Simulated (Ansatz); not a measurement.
Turn this script for Ansatz 0.2.0, Python API into the input file that the command-line program reads.

`elastic_knbo3.py`
```python
"""Stiffness tensor and moduli of KNbO3."""

import warnings

import ansatz as az
import numpy as np
from pymatgen.core import Lattice, Structure
from pymatgen.io.ase import AseAtomsAdaptor


def main() -> None:
    warnings.simplefilter("ignore", az.DeckWarning)

    pmg_structure = Structure(
        Lattice([(4.029183, 0.0, 0.0), (0.0, 4.029183, 0.0), (0.0, 0.0, 4.029183)]),
        ["K", "Nb", "O", "O", "O"],
        [
            (0.0, 0.0, 0.0),
            (0.5, 0.5, 0.5),
            (0.0, 0.5, 0.5),
            (0.5, 0.0, 0.5),
            (0.5, 0.5, 0.0),
        ],
    )
    crystal = az.Crystal.from_ase(AseAtomsAdaptor.get_atoms(pmg_structure))

    base = (
        crystal.calculation()
        .occupations(az.OccupationsMethod.FIXED)
        .basis(17 * az.Ha)
        .functional("pbesol")
        .pseudopotentials("paw")
        .kpoints(6, 6, 6)
    )
    outcome = base.elastic(az.ElasticMode.RELAXED_ION, amplitude=0.005).run(threads=1)
    elastic = outcome.elastic

    print("C_ij (GPa), Voigt order xx yy zz yz xz xy")
    for row in elastic.c_gpa:
        print(" ".join(f"{value:8.1f}" for value in row))
    print("smallest eigenvalue of C:", round(elastic.stability.min_eigenvalue_gpa, 1), "GPa; tensor positive definite:", elastic.stability.min_eigenvalue_gpa > 0)
    # averaged moduli need a positive definite tensor
    if elastic.stability.min_eigenvalue_gpa > 0:
        m = elastic.moduli
        print(f"K = {m.k_hill_gpa:.1f}, G = {m.g_hill_gpa:.1f}, E = {m.youngs_gpa:.1f} GPa, Poisson ratio {m.poisson:.3f}, K/G = {m.k_hill_gpa / m.g_hill_gpa:.2f}")
        S = np.linalg.inv(elastic.c_gpa)
        print("Young modulus along x, y, z (GPa):", np.round(1 / np.diag(S)[:3], 1))
        print("linear compressibility along x, y, z (1/TPa):", np.round(1000 * S[:3, :3].sum(axis=1), 2))


if __name__ == "__main__":
    main()
```

Running `python elastic_knbo3.py` prints:
```text
C_ij (GPa), Voigt order xx yy zz yz xz xy
   363.6     64.7     64.7     -0.0     -0.0     -0.0
    64.7    363.6     64.7     -0.0     -0.0     -0.0
    64.7     64.7    363.6     -0.0     -0.0     -0.0
     0.0      0.0      0.0     91.7     -0.0     -0.0
     0.0      0.0     -0.0      0.0     91.7     -0.0
    -0.0     -0.0     -0.0      0.0      0.0     91.7
smallest eigenvalue of C: 91.7 GPa; tensor positive definite: True
K = 164.3, G = 111.6, E = 273.1 GPa, Poisson ratio 0.223, K/G = 1.47
Young modulus along x, y, z (GPa): [344.1 344.1 344.1]
linear compressibility along x, y, z (1/TPa): [2.03 2.03 2.03]
```

`input.yaml`:
```yaml
crystal:
  lattice:
    - [4.029183, 0.0, 0.0]
    - [0.0, 4.029183, 0.0]
    - [0.0, 0.0, 4.029183]
  atoms:
    - { symbol: K, position: [0.0, 0.0, 0.0] }
    - { symbol: Nb, position: [0.5, 0.5, 0.5] }
    - { symbol: O, position: [0.0, 0.5, 0.5] }
    - { symbol: O, position: [0.5, 0.0, 0.5] }
    - { symbol: O, position: [0.5, 0.5, 0.0] }
basis:
  ecutwfc: 462.593566181796
kpoints:
  mp_grid:
    grid: [6, 6, 6]
hamiltonian:
  xc: pbesol
  pseudopotentials:
    kind: paw
scf:
  occupations:
    method: fixed
elastic:
  mode: relaxed_ion
  amplitude: 0.005
```

Caveats:
- Spin is left out of this run.
- The Fermi level of a run with fixed occupations marks the highest occupied state on its mesh, not mid-gap.
- A positive definite tensor excludes instabilities under uniform strain alone; phonons elsewhere in the zone can still be imaginary.
- This is a high-temperature or high-pressure form, not the ambient phase.
- At these settings the cell as given stands under about -6 GPa, so it isn't at this functional's equilibrium volume.
- The structure comes from a database of computed cells and needn't be a stable or known phase.
- The constants belong to the cell that was strained; where it wasn't relaxed first it may be under stress.
- Hardware and time: 36 s on 1 thread of Arm Neoverse V2, with other jobs on the host, peak memory 0.52 GiB.

(A comment or docstring line of the script was reworded after the run, the code is as it ran; lines on the test bed's own set-up are left out of the output.)
